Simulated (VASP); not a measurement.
```
CELL_PARAMETERS angstrom
      1.77000    -3.06573     0.00000
      1.77000     3.06573     0.00000
      0.00000     0.00000     5.70000
ATOMIC_POSITIONS crystal
  In 0.66667 0.33333 0.50000
  In 0.33333 0.66667 0.00000
  N  0.66667 0.33333 0.87900
  N  0.33333 0.66667 0.37900
```

Computed with PBE GGA, VASP's PBE PAW potentials (set 64) (plane waves; VASP 6.6.1). Settings: PREC = Normal, 500 eV cut-off, 4×4×2 Γ-centred mesh, Gaussian smearing of 0.010 eV, potentials In_d_GW N_GW_new.

Unless said otherwise, spin-orbit coupling is left out, though it shifts the bands of the heavy elements here.

Estimate the energy per atom (σ→0), pressure, band gap (on the k-mesh) with the smallest direct gap where there is one.

| Quantity | Value |
|---|---|
| band gap (on the k-mesh) | none (metal, semimetal or under 0.01 eV) |
| energy per atom (σ→0) | -5.345 eV/atom |
| pressure | 51.2 kbar |

Total energies compare only between runs with the same potentials, cut-off and functional.

The compound is InN in the wurtzite structure. The cell was not relaxed at this level. The k-mesh is coarse (spacing up to 0.55 per Å, 2π included), so the numbers may not be converged in it.
